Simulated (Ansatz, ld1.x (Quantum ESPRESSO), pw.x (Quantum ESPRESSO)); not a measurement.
## Equation-of-state test of one RRKJ potential (C (Z = 6))

C (Z = 6), norm-conserving RRKJ (Kleinman–Bylander form), made with ld1.x (Quantum ESPRESSO) 7.5 (PBE, scalar-relativistic). Core [He], reference 2s2 2p2. Waves: 2s (bound): rc 0.95 bohr; 3d channel at 0.25 Ry: rc 2.25 bohr; 2p (bound): rc 2.25 bohr. Local part: the p channel. Core correction: Bessel-smoothed model core inside 0.60 bohr.

Crystal test: bcc C in pw.x 7.5, no spin, 18³ k-points, Fermi–Dirac smearing 0.01 Ry, cutoffs 70/280 Ry. The lattice is a test structure that the element need not adopt, and mesh and smearing are coarse.

pw.x input:

```
&control
  calculation='scf', prefix='x', pseudo_dir='./', outdir='./tmp', tstress=.true., disk_io='none'
/
&system
  ibrav=0, nat=1, ntyp=1, ecutwfc=70, ecutrho=280, nbnd=9,
  occupations='smearing', smearing='fd', degauss=0.01
/
&electrons
  conv_thr=1e-09, mixing_beta=0.4, electron_maxstep=70
/
ATOMIC_SPECIES
C 1.0 C.UPF
CELL_PARAMETERS angstrom
  -1.17891406 1.17891406 1.17891406
  1.17891406 -1.17891406 1.17891406
  1.17891406 1.17891406 -1.17891406
ATOMIC_POSITIONS crystal
C 0.0000 0.0000 0.0000
K_POINTS automatic
18 18 18 0 0 0
```

```bash
pw.x < C.scf.in > C.scf.out
```

**Question.** How does the run end?

**Answer.** It converges; the pressure is 28.02 GPa against 4.10 GPa from all-electron LAPW. The largest radius (2.25 bohr) exceeds half the bond length (1.93 bohr), so the spheres overlap, which is one possible source of error among others. This is a poor potential for the solid. The free energy does not fall steadily as the cutoff rises, most likely since the density grid, which shrinks with it, is too coarse for the model core; the lower cutoffs are not converged. The log shows:

```
     using ibrav=0 with symmetry is DISCOURAGED, use correct ibrav instead
     lattice parameter (alat)  =       3.8587  a.u.
     unit-cell volume          =      44.2286 (a.u.)^3
     number of electrons       =         4.00
     number of Kohn-Sham states=            9
     kinetic-energy cutoff     =      70.0000  Ry
     charge density cutoff     =     280.0000  Ry
     scf convergence threshold =      1.0E-09
     Exchange-correlation= PBE
     number of k points=   195  Fermi-Dirac smearing, width (Ry)=  0.0100
     iteration #  1     ecut=    70.00 Ry     beta= 0.40
     total energy              =     -12.71898054 Ry
     estimated scf accuracy    <       0.00052723 Ry
     iteration #  2     ecut=    70.00 Ry     beta= 0.40
     total energy              =     -12.71910341 Ry
     estimated scf accuracy    <       0.00020013 Ry
     iteration #  3     ecut=    70.00 Ry     beta= 0.40
     total energy              =     -12.71911022 Ry
     estimated scf accuracy    <       0.00000013 Ry
     iteration #  4     ecut=    70.00 Ry     beta= 0.40
     total energy              =     -12.71911029 Ry
     estimated scf accuracy    <       0.00000003 Ry
     iteration #  5     ecut=    70.00 Ry     beta= 0.40
     total energy              =     -12.71911029 Ry
     estimated scf accuracy    <          1.5E-09 Ry
     iteration #  6     ecut=    70.00 Ry     beta= 0.40
     the Fermi energy is    12.1344 ev
!    total energy              =     -12.71911029 Ry
     estimated scf accuracy    <          5.7E-11 Ry
     smearing contrib. (-TS)   =      -0.00154614 Ry
     The total energy is F=E-TS. E is the sum of the following terms:
     one-electron contribution =       5.10817331 Ry
     hartree contribution      =       0.30583511 Ry
     xc contribution           =      -5.06327880 Ry
     ewald contribution        =     -13.06829376 Ry
     convergence has been achieved in   6 iterations
          total   stress  (Ry/bohr**3)                   (kbar)     P=      280.23
     Message from routine punch:
     Nothing written, as per user request (disk_io='none')
```
